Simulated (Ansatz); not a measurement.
A sublattice moved along a line in SnSe

Method: DFT PBEsol, scalar-relativistic, plane waves, PAW (Ansatz 0.2.0). Cutoff 420 eV, Γ-centred 8×8×8 k-points, Gaussian smearing of 0.05 eV. No spin polarisation. Energies are free energies at this smearing, counted from the undisturbed cell; pressure is positive in compression.

The undisturbed cell (relaxed at this level; this rock-salt form isn't the usual structure):

```xyz
2
Lattice="0.0000 2.9728 2.9728 2.9728 0.0000 2.9728 2.9728 2.9728 0.0000" Properties=species:S:1:pos:R:3 pbc="T T T"
Sn    0.0000    0.0000    0.0000
Se    2.9728    2.9728    2.9728
```

Every Se atom is moved by x along the Cartesian unit vector (0.000, 0.000, -1.000); the cell and all other atoms stay fixed.

```tsv
x (Å)	ΔE (meV/cell)	force along x on the moved atoms (eV/Å)	pressure (GPa)
-0.3000	46.0	0.50	1.6
-0.1500	5.8	0.10	0.4
0.0000	0.0	0.00	0.0
0.0375	0.2	-0.01	0.0
0.0750	1.1	-0.03	0.1
0.1125	2.8	-0.06	0.2
0.1875	10.8	-0.17	0.6
0.2250	18.5	-0.25	0.9
0.2625	29.9	-0.36	1.2
```

By symmetry 0.3000 repeats -0.3000, -0.2250 repeats 0.2250, 0.1500 repeats -0.1500, -0.0750 repeats 0.0750 in energy, with the opposite slope along the path.